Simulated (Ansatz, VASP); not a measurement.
**One calculation of Cu, two programs**

The input INCAR:

```
SYSTEM = Cu
ALGO     = Fast           ! electronic algorithm
EDIFF    = 1E-6           ! SCF threshold, eV
ENCUT    = 520            ! plane-wave cutoff, eV
GGA      = PE             ! functional
ISIF     = 2              ! what is computed and relaxed
ISMEAR   = 0              ! smearing method
LASPH    = .True.         ! aspherical terms in the spheres
LCHARG   = .True.         ! write CHGCAR
LELF     = .True.         ! ELF
LREAL    = .False.        ! projectors in reciprocal space
LVHAR    = .True.       
LWAVE    = .False.        ! write WAVECAR
NBANDS   = 12             ! bands
NELM     = 100            ! most SCF steps
PREC     = Accurate       ! precision mode
SIGMA    = 0.15           ! smearing width, eV
```

The input KPOINTS:

```
k-points
0
Gamma
  22 22 22
  0 0 0
```

The input POSCAR:

```
Cu
1.0
    0.0000000000      1.7803875000      1.7803875000
    1.7803875000      0.0000000000      1.7803875000
    1.7803875000      1.7803875000      0.0000000000
Cu
1
Direct
    0.0000000000      0.0000000000      0.0000000000
```

Input for Ansatz:

```yaml
crystal:
  lattice:
    - [0.0, 1.7803875, 1.7803875]
    - [1.7803875, 0.0, 1.7803875]
    - [1.7803875, 1.7803875, 0.0]
  atoms:
    - { symbol: Cu, position: [0.0, 0.0, 0.0] }
basis:
  ecutwfc: 650.0
kpoints:
  mp_grid: { grid: [22, 22, 22] }
hamiltonian:
  xc: pbe
scf:
  occupations: { method: gaussian, width: 0.15 }
output:
  forces: true
  stress: true
  eigenvalues: true
  write_density: true
  write_potential: true
  elf: true
  volumetric_format: npy
```

Change from the starting cell: strain -0.015 along x and y, -0.015 along z, atoms carried along.

Alike in both runs: task single point; functional PBE; k mesh 22 × 22 × 22; occupations gaussian, width 0.15 eV; no spin polarisation.

|  | VASP | Ansatz |
| --- | --- | --- |
| version | VASP 6.6.1 | Ansatz 0.2.0 |
| potentials or method | VASP PAW PBE potentials, release 64 (Cu) | scalar-relativistic, plane waves, PAW |
| plane-wave cutoff (eV) | 520 | 650 |
| valence electrons in the cell | 11 | 19 |

Ansatz gave:

```
gap on the k mesh at the Fermi level (eV) : none
pressure (GPa)                            : 9.3
```

Q: Estimate VASP's values.

A: gap on the k mesh at the Fermi level (eV): none; pressure (GPa): 10.2.

A gap of «none» marks a metal or a gap that the smearing closes. With one functional, cell and mesh, what is left measures potentials, basis and numerics. The two sets of potentials don't hold the same shells in valence.
